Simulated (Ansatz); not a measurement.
# TiO2 (I4_1/amd): a vacancy on Ti

One table from this session's results is given with a row withheld; the runs are named, their logs left out.

Program: Ansatz 0.2.0. Level of theory: DFT PBE, scalar-relativistic, plane waves, PAW. These are calculated values, not measurements.

4 further runs of the same task are left out: 4 set aside as unsound or not needed.

### Starting point

The cell holds 29 atoms (O20Ti9): a = 7.720 Å, b = 7.720 Å, c = 7.720 Å, α = 102.18°, β = 113.24°, γ = 113.24°.

As a file:

```
Ti O
1.0
     5.69880    1.89960   -4.84887
    -1.89960    5.69880    4.84887
     1.89960   -5.69880    4.84887
Ti O
9 20
Cartesian
  1.8996 -1.8996 4.8489
  3.7992 0.0000 0.0000
  1.8996 1.8996 4.8489
  3.7992 3.7992 0.0000
  0.0000 1.8996 2.4244
  1.8996 0.0000 7.2733
  3.7992 1.8996 2.4244
  3.7992 -1.8996 2.4244
  5.6988 0.0000 -2.4244
  0.0000 1.8996 4.4268
  1.8921 0.0146 -0.4170
  3.8144 1.9299 4.4182
  3.7992 -1.8996 4.4268
  5.6988 0.0000 -0.4220
  3.7992 -3.7992 2.0024
  3.7992 0.0000 2.0024
  -0.0491 0.0046 1.9844
  3.7992 3.7992 2.0024
  0.0000 3.7992 2.0024
  1.9417 -3.7681 5.2762
  1.8996 0.0000 5.2709
  3.7992 1.8996 0.4220
  3.7992 -1.8996 0.4220
  3.8045 5.6987 0.3746
  5.7115 1.9568 2.8598
  1.8996 -1.8996 2.8465
  1.8996 5.6988 2.8465
  1.8996 1.8996 2.8465
  5.6988 -1.8996 2.8465
```

The host was relaxed before at PBE: a = 3.799 Å, b = 3.799 Å, c = 9.698 Å, α = 90.00°, β = 90.00°, γ = 90.00° (conventional cell), 11.665 Å³/atom.

Places, in fractions of the supercell: a vacancy on Ti at (0.000, 0.000, 0.000). Its neighbours start displaced at random by about 0.03 Å.

The first run:

Input file input.yaml:

```yaml
crystal:
  lattice:
    - [-1.899599994, 1.899599994, 4.8488731948]
    - [1.899599994, -1.899599994, 4.8488731948]
    - [1.899599994, 1.899599994, -4.8488731948]
  atoms:
    - { symbol: Ti, position: [0.0, 0.0, 0.0] }
    - { symbol: Ti, position: [0.75, 0.25, 0.5] }
    - { symbol: O, position: [0.9564814581, 0.4564814581, 0.5] }
    - { symbol: O, position: [0.2064814581, 0.2064814581, 0.0] }
    - { symbol: O, position: [0.5435185419, 0.0435185419, 0.5] }
    - { symbol: O, position: [0.7935185419, 0.7935185419, 0.0] }
basis:
  ecutwfc: 420
  xc_grid: 2
kpoints:
  mp_grid: { grid: [10, 10, 10] }
  band_path: { path: [VBM, CBM], npoints: 2 }
hamiltonian:
  xc: pbe
scf:
  occupations: { method: gaussian, width: 0.02 }
output:
  forces: true
  stress: true
  eigenvalues: true
```

On the command line:

```console
$ ansatz run input.yaml --threads 8 --pin off --max-ram 16384MiB --backend cpu --events-out ev --progress --plain --runs-dir out
```

Among the steps run: Band edges of the host over the zone; Dielectric tensors of the host, without U; The perfect crystal in the supercell of 30 atoms; Charge 0, atoms relaxed; More of the same log: V_Ti, charge +0, atoms relaxed at the host's cell; Charge -1, atoms relaxed; Charge -4, atoms relaxed.

One table of the session follows, with a row left open; its other results are not shown here.

```
      state  cell moment (μB)
ideal sites              0.00
   charge 0              4.00
  charge -1                 ?
  charge -4              0.00
```

Q: Estimate the row for charge -1 from the others.

**Answer.** cell moment (μB): 3.00. In the column «cell moment (μB)» it lies between charge -4 (0.00) and charge 0 (4.00).

To keep in mind: The program doubts the potential alignment. Warnings in the runs' records: seeded moment not kept.
